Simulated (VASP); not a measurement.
A run of VASP 6.6.1 is set up as follows.

INCAR

```
SYSTEM = H3C2
ALGO     = Fast           ! electronic algorithm
EDIFF    = 1E-6           ! SCF threshold, eV
ENCUT    = 520            ! plane-wave cutoff, eV
GGA      = PE             ! functional
ISIF     = 2              ! what is computed and relaxed
ISMEAR   = -1             ! smearing method
LASPH    = .True.         ! aspherical terms in the spheres
LCHARG   = .False.        ! write CHGCAR
LREAL    = .False.        ! projectors in reciprocal space
LWAVE    = .False.        ! write WAVECAR
NBANDS   = 22             ! bands
NELM     = 100            ! most SCF steps
PREC     = Accurate       ! precision mode
SIGMA    = 0.1            ! smearing width, eV
```

File KPOINTS:

```
k-points
0
Gamma
  4 3 3
  0 0 0
```

POSCAR

```
H3C2
1.0
    4.1368420000      0.1127960000      0.0118200000
    0.8262500000      4.7985370000     -0.2246160000
   -0.7172870000     -0.1594970000      5.0606330000
C H
4 6
Direct
    0.0214258641      0.9542127999      0.9211595088
    0.5117458102      0.6050771026      0.4401258030
    0.5321393925      0.0874476904      0.2436796470
    0.1528892907      0.4055287717      0.7086410137
    0.8595127984      0.8677206495      0.3621462967
    0.4805754957      0.9725329314      0.7517022188
    0.8424481535      0.3131471654      0.2123177331
    0.1309994380      0.7129563402      0.3325992989
    0.8458877745      0.5246700029      0.8913094239
    0.5419500051      0.3341520932      0.7378883348
```

Potentials or basis: VASP PAW PBE potentials, release 64 (C, H).

The run is started by

```bash
$ cat potpaw_PBE.64/C/POTCAR potpaw_PBE.64/H/POTCAR > POTCAR
$ mpirun -np 1 vasp_std > vasp.out
```

Task: What does it give for the pressure?

Result: -23.8 GPa.

Task: Estimate the largest force.

Result: 2.542 eV/Å.

Forces in eV/Å, atoms in the order of the input:
```
C    0.383  0.530  0.339
C   -1.872  0.354 -0.358
C    2.409 -0.308  0.047
C    0.392 -0.305  0.946
H   -0.924  0.647 -0.951
H   -0.117 -0.057  0.189
H   -1.557 -0.932  0.019
H    1.426 -0.179  0.840
H    2.238 -0.543 -1.076
H   -2.377  0.792  0.006
```

Caveat: the k mesh is coarse (spacing up to 0.44 Å⁻¹), so the values aren't converged; so large a pressure means that the cell lies far from this level's equilibrium, or that cutoff or potentials fall short.
